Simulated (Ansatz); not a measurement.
Born–Oppenheimer molecular dynamics of a periodic cell of 24 atoms, Na (surface Na(100)). It starts from a relaxed structure.

Computed with Ansatz 0.2.0, DFT PBEsol, scalar-relativistic, plane waves, PAW. Settings: accuracy low, cutoff 420 eV, k mesh 2x1x1, fermi-dirac smearing 0.15 eV, no spin polarisation.

```yaml
ensemble: NVT, Nosé–Hoover chain
time_step: 3 fs
steps_asked: 300
set_temperature: 1200 K
thermostat: time constant 50 fs, chain length 3
atoms_held: 1 to 6
seed: 254099
```

First frame:

```xyz
24
Lattice="8.4600 0.0000 0.0000 0.0000 12.6900 0.0000 0.0000 0.0000 18.3450" Properties=species:S:1:pos:R:3
Na 2.115 2.115 1.000
Na 6.345 2.115 1.000
Na 2.115 6.345 1.000
Na 6.345 6.345 1.000
Na 2.115 10.575 1.000
Na 6.345 10.575 1.000
Na 0.000 0.000 3.115
Na 4.230 0.000 3.115
Na 0.000 4.230 3.115
Na 4.230 4.230 3.115
Na 0.000 8.460 3.115
Na 4.230 8.460 3.115
Na 2.115 2.115 5.230
Na 6.345 2.115 5.230
Na 2.115 6.345 5.230
Na 6.345 6.345 5.230
Na 2.115 10.575 5.230
Na 6.345 10.575 5.230
Na 0.000 0.000 7.345
Na 4.230 0.000 7.345
Na 0.000 4.230 7.345
Na 4.230 4.230 7.345
Na 0.000 8.460 7.345
Na 4.230 8.460 7.345
```

(1) What does the run give?

(2) What happens to the structure?

(3) How do temperature and energy run in time?

Results:

(1) The run went to its last step.

```json
{
 "steps done": "300",
 "time covered": "900 fs",
 "mean temperature over the second half": "1195 K",
 "spread of the potential energy over the second half": "27.7 meV per atom",
 "mean potential energy of the second half above the start": "162.5 meV per atom"
}
```

The conserved energy stayed within 0.11 meV per atom of its start (net change 0.063 meV per atom), so the integration is sound. A run of 0.9 ps of so small a system gives no equilibrium averages. Limits of this set-up: coarse k mesh, thin slab, slab without dipole correction, low accuracy level.

(2) Mean squared displacements from the first frame to the last: Na 18.86 Å². This is one draw of velocities; another would differ in detail.

(3) 
```tsv
time (fs)	T (K)	potential energy less start (eV)	conserved less start (meV/atom)
0.0	1200	0.000	0.00
45.0	788	1.088	0.03
90.0	600	2.352	0.06
135.0	1044	2.099	0.02
180.0	1156	2.823	0.07
225.0	1310	3.293	0.05
270.0	1154	4.148	0.10
315.0	1673	3.338	0.05
360.0	1281	2.930	0.07
405.0	1125	2.574	0.06
450.0	1157	2.407	0.06
495.0	1043	2.826	0.07
540.0	1352	3.159	0.07
585.0	1443	3.597	0.08
630.0	1090	4.144	0.08
675.0	1013	4.444	0.09
720.0	1306	4.246	0.08
765.0	1330	4.188	0.08
810.0	1185	4.266	0.07
855.0	1004	4.627	0.09
900.0	1287	4.640	0.06
```

Time of the run: 18 min on 4 threads of AMD EPYC 9R14 (Zen 4), with other jobs on the host, peak memory 2.9 GiB.
